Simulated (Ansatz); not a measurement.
Ti3Ni and the effect of the fixed moment of the cell

It takes space group Pm-3m (No. 221, cubic). The conventional cell has a = 3.935 Å, b = 3.935 Å, c = 3.935 Å, α = 90.00°, β = 90.00°, γ = 90.00°. Around Ni (site symmetry m-3m) lie 12 Ti at 2.78 Å. Ti (site symmetry 4/mmm) has 4 Ni at 2.78 Å and 8 Ti at 2.78 Å as nearest neighbours.

The cell comes from a database or a generator and needn't be the stable form of this composition.

Kept alike: task single point; functional PBEsol; k mesh 6 × 6 × 6; occupations fermi-dirac, width 0.05 eV. Program: Ansatz, Ansatz PAW, cutoff 420 eV. The mesh is that of the run's cell of 4 atoms. No spin-orbit coupling.

| run | pressure (GPa) | largest site moment (μB) | free energy over the lowest row (meV/atom) |
| --- | --- | --- | --- |
| A | -4.15 | 0.43 | 21.47 |
| B | 2.18 | 1.32 | 272.82 |
| C | -1.57 | 0.89 | 99.41 |
| D | -4.76 | 0.21 | 5.80 |
| E | 8.04 | 1.71 | 611.69 |
| F | 0.30 | 1.12 | 170.88 |
| G | -3.10 | 0.65 | 51.22 |
| H | -5.03 | 0.00 | 0.00 |

Pressure is positive in compression, with a Pulay correction for the finite cutoff. For a metal such a mesh leaves the last digits unconverged. The runs hold the magnetic state that their start led to, which needn't be the lowest. Site moments count inside each atom's sphere or projector. All rows use potentials made for PBE.

Task: The runs differ in the fixed moment of the cell alone: 0; 1; 2; 3; 4; 5; 6; 8 μB. Which run is which?

Result: Run A is 2 μB; run B is 6 μB; run C is 4 μB; run D is 1 μB; run E is 8 μB; run F is 5 μB; run G is 3 μB; run H is 0 μB. The pressure rises from -5.03 to 8.04 GPa between 0 and 8 μB. The largest site moment rises from 0.00 to 1.71 μB between 0 and 8 μB. The free energy rises from 0.00 to 611.69 meV/atom between 0 and 8 μB.
